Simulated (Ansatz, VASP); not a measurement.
**Os in VASP and in Ansatz**

```
Os
1.0
     2.77008    0.00000    0.00000
    -1.38504    2.39896    0.00000
     0.00000    0.00000    4.37654
Os
2
Cartesian
  0.0000 1.5993 1.0941
  1.3850 0.7997 3.2824
```

Change from the starting cell: volume scaled by 1.04.

Alike in both runs: task single point; functional PBEsol; k mesh 17 × 17 × 10; occupations fermi-dirac, width 0.08 eV; no spin polarisation.

```csv
,VASP,Ansatz
version,VASP 6.6.1,Ansatz 0.2.0
potentials or method,"VASP PAW PBE potentials, release 64 (Os), cutoff 520 eV","all-electron LAPW, scalar-relativistic"
```

```csv
,VASP,Ansatz,Ansatz less VASP
pressure (GPa),-17.7,-17.6,+0.04
largest component of the traceless stress (GPa),1.13,1.09,-0.043
```

Ansatz ran all-electron here, so the differences hold the error of VASP's frozen core and of both bases.

Caveats: so large a pressure means that the cell lies far from this level's equilibrium, or that cutoff or potentials fall short (VASP); the potentials were made for another functional, which shifts forces and pressure (VASP). Spin-orbit coupling is left out, which matters for the levels of Os.
